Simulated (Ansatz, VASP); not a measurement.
PbSe in VASP and in Ansatz

```
CELL_PARAMETERS angstrom
0.00000 3.06215 3.06215
3.06215 0.00000 3.06215
3.06215 3.06215 0.00000
ATOMIC_POSITIONS crystal
Pb 0.00000 0.00000 0.00000
Se 0.50000 0.50000 0.50000
```

Alike in both runs: task electric field gradients; functional PBE; k mesh 7 × 7 × 7; occupations fermi-dirac, width 0.02 eV; no spin polarisation.

|  | VASP | Ansatz |
| --- | --- | --- |
| version | VASP 6.6.1 | Ansatz 0.2.0 |
| potentials or method | VASP PAW PBE potentials, release 64 (Pb_d, Se) | PAW with Ansatz's default frozen-core files, scalar-relativistic |
| plane-wave cutoff (eV) | 520 | 420 |
| valence electrons in the cell | 20 | 30 |

|  | VASP | Ansatz | Ansatz less VASP |
| --- | --- | --- | --- |
| gap on the k mesh at the Fermi level (eV) | 0.86 | 0.86 | -0.001 |
| pressure (GPa) | 2.3 | 2.3 | +0.01 |
| Vzz of the field gradient on the site that differs most (V/Å²) | 0.0 | 0.0 | 0.00 |

The two sets of potentials don't hold the same shells in valence. Ansatz warned: «gradients_without_spin_orbit».

Spin-orbit coupling is left out, which matters for the levels of Pb.
